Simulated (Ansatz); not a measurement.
# Eigenvalues along a path: GaAs (rocksalt type)

```xyz
2
Lattice="0.0000 2.6962 2.6962 2.6962 0.0000 2.6962 2.6962 2.6962 0.0000" Properties=species:S:1:pos:R:3 pbc="T T T"
Ga    0.0000    0.0000    0.0000
As    2.6962    2.6962    2.6962
```

The cell comes from a relaxation on PAW files under the same functional, begun from a prototype that needn't be the stable phase.

Level of theory: DFT with PBE, scalar-relativistic, in Ansatz 0.2.0; a Γ-centred 15×15×15 k mesh, Fermi–Dirac smearing of 0.08 eV, no spin polarisation. LAPW: all electrons, basis error target 1 meV/atom.

Path points, in fractions of the reciprocal vectors: Γ (0.000, 0.000, 0.000), X (0.500, 0.000, 0.500), U (0.625, 0.250, 0.625), K (0.375, 0.375, 0.750), L (0.500, 0.500, 0.500), W (0.500, 0.250, 0.750). The distance column jumps between branches of the path. Levels in eV from the Fermi level; bands 14 to 25, counted from the lowest band of the run. The gap is zero, the pressure 0.03 GPa.

```
# k(1/Å) point b14 b15 b16 b17 b18 b19 b20 b21 b22 b23 b24 b25
0.000 Γ -14.75 -14.75 -14.73 -14.73 -14.73 -13.08 -0.13 0.04 0.04 0.04 7.33 7.33
0.166 - -14.75 -14.75 -14.73 -14.73 -14.73 -12.99 -1.36 -0.15 -0.15 1.44 6.14 6.83
0.333 - -14.77 -14.75 -14.74 -14.72 -14.72 -12.71 -2.46 -0.62 -0.62 2.68 4.33 5.95
0.499 - -14.80 -14.74 -14.74 -14.72 -14.72 -12.26 -3.37 -1.19 -1.19 1.29 5.14 5.40
0.666 - -14.84 -14.74 -14.74 -14.71 -14.71 -11.65 -4.09 -1.73 -1.73 -0.62 4.49 7.36
0.832 - -14.88 -14.75 -14.73 -14.70 -14.70 -10.93 -4.68 -2.23 -2.15 -2.15 4.02 9.15
0.999 - -14.91 -14.75 -14.73 -14.69 -14.69 -10.27 -5.19 -3.27 -2.42 -2.42 3.73 9.74
1.165 X -14.92 -14.75 -14.73 -14.69 -14.69 -9.97 -5.44 -3.61 -2.51 -2.51 3.64 10.00
1.224 - -14.92 -14.75 -14.73 -14.69 -14.69 -9.97 -5.43 -3.77 -2.49 -2.36 3.69 9.87
1.283 - -14.91 -14.75 -14.73 -14.69 -14.69 -9.96 -5.39 -4.12 -2.45 -2.06 3.86 9.53
1.342 - -14.91 -14.75 -14.73 -14.69 -14.69 -9.95 -5.33 -4.51 -2.38 -1.72 4.14 9.07
1.401 - -14.90 -14.75 -14.74 -14.69 -14.69 -9.94 -5.25 -4.92 -2.28 -1.38 4.51 8.56
1.459 - -14.89 -14.74 -14.74 -14.70 -14.69 -9.93 -5.30 -5.14 -2.16 -1.06 4.97 8.03
1.518 - -14.88 -14.75 -14.74 -14.70 -14.69 -9.93 -5.65 -5.01 -2.01 -0.75 5.48 7.49
1.577 U -14.87 -14.75 -14.74 -14.70 -14.69 -9.96 -5.95 -4.85 -1.83 -0.45 6.02 6.97
2.291 K -14.87 -14.75 -14.74 -14.70 -14.69 -9.96 -5.95 -4.85 -1.83 -0.45 6.02 6.97
2.467 - -14.84 -14.76 -14.73 -14.71 -14.70 -10.23 -6.42 -4.26 -1.17 0.44 5.51 6.44
2.644 - -14.81 -14.77 -14.72 -14.72 -14.71 -10.82 -6.20 -3.49 -0.37 1.42 4.33 5.49
2.820 - -14.78 -14.77 -14.73 -14.71 -14.71 -11.54 -5.46 -2.60 0.37 2.55 3.65 4.49
2.997 - -14.77 -14.77 -14.73 -14.72 -14.72 -12.18 -4.37 -1.66 0.62 3.50 3.86 3.91
3.173 - -14.76 -14.75 -14.73 -14.73 -14.72 -12.67 -3.04 -0.79 0.39 2.52 5.06 5.26
3.350 - -14.75 -14.75 -14.73 -14.73 -14.73 -12.97 -1.56 -0.18 0.14 1.35 6.58 6.66
3.527 Γ -14.75 -14.75 -14.73 -14.73 -14.73 -13.08 -0.13 0.04 0.04 0.04 7.33 7.33
3.671 - -14.75 -14.75 -14.73 -14.73 -14.73 -13.01 -1.32 0.04 0.04 1.07 6.86 6.99
3.815 - -14.75 -14.75 -14.73 -14.73 -14.73 -12.81 -2.65 0.03 0.03 1.92 6.04 6.04
3.959 - -14.76 -14.76 -14.73 -14.72 -14.72 -12.48 -3.98 0.04 0.04 2.41 5.08 5.08
4.103 - -14.77 -14.77 -14.73 -14.71 -14.71 -12.04 -5.24 0.07 0.07 2.61 4.24 4.24
4.247 - -14.77 -14.77 -14.74 -14.71 -14.71 -11.53 -6.35 0.14 0.14 2.66 3.58 3.58
4.391 - -14.78 -14.78 -14.74 -14.70 -14.70 -11.05 -7.21 0.21 0.21 2.66 3.13 3.13
4.536 L -14.78 -14.78 -14.74 -14.70 -14.70 -10.82 -7.56 0.24 0.24 2.66 2.98 2.98
4.653 - -14.78 -14.78 -14.74 -14.70 -14.70 -10.78 -7.51 -0.28 0.04 2.52 2.88 3.43
4.771 - -14.80 -14.77 -14.73 -14.71 -14.70 -10.67 -7.36 -1.24 -0.57 2.12 3.03 4.62
4.889 - -14.81 -14.77 -14.73 -14.71 -14.70 -10.49 -7.12 -2.20 -1.43 2.03 3.23 5.98
5.006 - -14.83 -14.76 -14.73 -14.72 -14.70 -10.28 -6.78 -3.05 -2.35 2.09 3.49 7.24
5.124 - -14.85 -14.76 -14.72 -14.72 -14.69 -10.06 -6.36 -3.72 -3.22 2.20 3.76 7.87
5.242 - -14.87 -14.76 -14.72 -14.72 -14.69 -9.90 -5.91 -4.16 -3.96 2.31 3.98 7.75
5.360 W -14.87 -14.76 -14.72 -14.72 -14.69 -9.84 -5.65 -4.31 -4.31 2.35 4.08 7.64
5.443 - -14.87 -14.75 -14.73 -14.72 -14.69 -9.84 -5.59 -4.60 -4.00 1.87 4.60 6.76
5.526 - -14.88 -14.75 -14.74 -14.71 -14.69 -9.87 -5.43 -4.85 -3.67 1.02 5.57 5.94
5.609 - -14.89 -14.74 -14.74 -14.70 -14.69 -9.89 -5.15 -5.06 -3.34 0.13 5.20 6.64
5.692 - -14.90 -14.75 -14.74 -14.70 -14.69 -9.92 -5.22 -4.79 -3.02 -0.71 4.57 7.73
5.776 - -14.91 -14.75 -14.73 -14.69 -14.69 -9.95 -5.34 -4.35 -2.76 -1.49 4.07 8.77
5.859 - -14.91 -14.75 -14.73 -14.69 -14.69 -9.97 -5.42 -3.89 -2.57 -2.16 3.75 9.63
5.942 X -14.92 -14.75 -14.73 -14.69 -14.69 -9.97 -5.44 -3.61 -2.51 -2.51 3.64 10.00
```
